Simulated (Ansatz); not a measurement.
Level of theory: DFT, RPBE, plane waves (420 eV) with PAW, scalar-relativistic (Ansatz 0.2.0). (PAW data from PBE, frozen cores regenerated.)

An element in the fcc structure gives this curve. The cell is scaled uniformly from the relaxed one, with fractional coordinates and shape fixed. Energies are extrapolated to zero smearing, pressures are those at the given smearing. Magnetic state: spin not included.

| V (Å³/atom) | E − E₀ (meV/atom) | P (GPa) |
| --- | --- | --- |
| 20.960 | 107.1 | 13.44 |
| 21.913 | 44.7 | 8.24 |
| 22.866 | 10.4 | 3.84 |
| 23.818 | 0.0 | 0.12 |
| 24.771 | 9.9 | -3.02 |
| 25.724 | 37.2 | -5.68 |
| 26.677 | 79.0 | -7.92 |

(1) Which element is it?
A. lithium
B. selenium
C. scandium
D. zirconium

## Answers

(1) D. Its fit is V₀ = 23.80 Å³/atom, B₀ = 85 GPa, B₀′ = 3.1.
